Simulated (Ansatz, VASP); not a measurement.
## AlN: VASP beside Ansatz

File INCAR:

```
ALGO = Normal ; EDIFF = 1E-6
ENCUT = 520 ; GGA = PE
ISIF = 2 ; ISMEAR = 0
LASPH = True ; LCHARG = True
LELF = True ; LREAL = False
LVHAR = True ; LWAVE = False
NBANDS = 11 ; NELM = 60
PREC = Accurate ; SIGMA = 0.05
```

The input KPOINTS:

```
k-points
0
Gamma
  10 10 10
```

File POSCAR:

```
AlN
1.0
    0.0000000000      2.0955535400      2.0345180000
    2.0955535400      0.0000000000      2.0345180000
    2.0955535400      2.0955535400      0.0000000000
Al N
1 1
Direct
    0.5000000000      0.5000000000      0.5000000000
    0.0000000000      0.0000000000      0.0000000000
```

Input for Ansatz:

```yaml
crystal:
  lattice:
    - [0.0, 2.09555354, 2.034518]
    - [2.09555354, 0.0, 2.034518]
    - [2.09555354, 2.09555354, 0.0]
  atoms:
    - { symbol: Al, position: [0.5, 0.5, 0.5] }
    - { symbol: "N", position: [0.0, 0.0, 0.0] }
basis:
  ecutwfc: 420
kpoints:
  mp_grid: { grid: [10, 10, 10] }
hamiltonian:
  xc: pbe
scf:
  occupations: { method: gaussian, width: 0.05 }
output:
  forces: true
  stress: true
  eigenvalues: true
```

Change from the starting cell: strain +0.030 along x and y, +0.000 along z, atoms carried along.

Alike in both runs: task single point; functional PBE; k mesh 10 × 10 × 10; occupations gaussian, width 0.05 eV; no spin polarisation.

|  | VASP | Ansatz |
| --- | --- | --- |
| version | VASP 6.6.1 | Ansatz 0.2.0 |
| potentials or method | VASP PAW PBE potentials, release 64 (Al, N) | scalar-relativistic, plane waves, PAW |
| plane-wave cutoff (eV) | 520 | 420 |
| valence electrons in the cell | 8 | 8 |

|  | VASP | Ansatz | Ansatz less VASP |
| --- | --- | --- | --- |
| gap on the k mesh at the Fermi level (eV) | 3.66 | 3.68 | +0.021 |
| least direct gap on the mesh (eV) | 4.51 | 4.50 | -0.007 |
| pressure (GPa) | -12.9 | -12.6 | +0.23 |
| largest component of the traceless stress (GPa) | 3.51 | 3.53 | +0.021 |

With one functional, cell and mesh, what is left measures potentials, basis and numerics.

A k mesh can miss the band edges.
